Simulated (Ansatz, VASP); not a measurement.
One calculation of Se, two programs

```
Se
1.0
     3.33243    0.00000    0.00000
    -1.66622    2.88597    0.00000
     0.00000    0.00000    5.25319
Se
3
Direct
  0.66667 0.33333 0.72496
  0.66667 0.33333 0.27504
  0.00000 0.00000 0.00000
```

Alike in both runs: task single point; functional PBE; k mesh 6 × 6 × 4; occupations gaussian, width 0.1 eV; no spin polarisation.

```csv
,VASP,Ansatz
version,VASP 6.6.1,Ansatz 0.2.0
potentials or method,"VASP PAW PBE potentials, release 64 (Se)","scalar-relativistic, plane waves, PAW"
plane-wave cutoff (eV),520,420
valence electrons in the cell,18,48
```

VASP gave:

```
gap on the k mesh at the Fermi level (eV) : none
rms of the force components (eV/Å)        : 1.938
```

Which values does Ansatz return?

gap on the k mesh at the Fermi level (eV): none; rms of the force components (eV/Å): 1.917.

Atom by atom the forces differ by 0.021 eV/Å (rms over components). A gap of «none» marks a metal or a gap that the smearing closes. The two sets of potentials don't hold the same shells in valence.

Caveats: the k mesh is coarse (spacing up to 0.36 Å⁻¹), so the values aren't converged; forces of over 1 eV/Å show positions far from the minimum, so gaps and moduli don't describe the material at rest.
